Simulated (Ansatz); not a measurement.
# 69Ga NMR of the central transition in GaN

Cell: an entry of the Crystallography Open Database (COD), its atoms then relaxed with PBE in this cell.

```cif
data_structure
_symmetry_space_group_name_H-M 'P 1'
_symmetry_Int_Tables_number 1
_cell_length_a 3.1800
_cell_length_b 3.1800
_cell_length_c 5.1660
_cell_angle_alpha 90.000
_cell_angle_beta 90.000
_cell_angle_gamma 120.000
_cell_volume 45.24
loop_
_atom_site_label
_atom_site_type_symbol
_atom_site_fract_x
_atom_site_fract_y
_atom_site_fract_z
_atom_site_occupancy
Ga1 Ga 0.33333 0.66667 0.00394 1
Ga2 Ga 0.66667 0.33333 0.50394 1
N3 N 0.33333 0.66667 0.38106 1
N4 N 0.66667 0.33333 0.88106 1
```

Atom numbers follow the list; atoms alike are taken as one site, whose name carries the number of the first.

Computed with Ansatz: DFT, PBE, plane waves and PAW, scalar-relativistic, 420 eV cutoff, Γ-centred 11×11×6 k-points, Fermi–Dirac smearing 0.02 eV.

69Ga has I = 3/2 and Q = 171.0 mb (Pyykkö 2018); at 18.8 T its Larmor frequency is ν₀ = 192.7 MHz. Only the quadrupole interaction is simulated: positions count from each site's isotropic chemical shift, and J coupling is left out, as are shift anisotropy and dipolar coupling, which fast spinning averages.

Task: Simulate the second-order pattern (fast magic-angle spinning, Gaussian broadening 0.05 kHz) of site Ga (4 N at 1.94–1.95 Å).

Result: The calculation gives C_Q = 1.79 MHz and η = 0.00, so ν_Q = 0.893 MHz and the centre of gravity lies at -2.15 ppm (-0.414 kHz).

```
offset (kHz)  height
     -1.0717       0
     -1.0294       4
     -0.9871       6
     -0.9448       6
     -0.9025       6
     -0.8602       7
     -0.8179       7
     -0.7757       7
     -0.7334       8
     -0.6911      15
     -0.6488      71
     -0.6065      76
     -0.5642      54
     -0.5220      47
     -0.4797      44
     -0.4374      43
     -0.3951      43
     -0.3528      45
     -0.3105      48
     -0.2683      54
     -0.2260      66
     -0.1837     100
     -0.1414      78
     -0.0991       7
```

An axis of threefold or higher order runs through Ga, so V_zz lies along it and η is zero.

At this cell the PBE pressure is 7 GPa, so with PBE the cell would grow if it were relaxed.
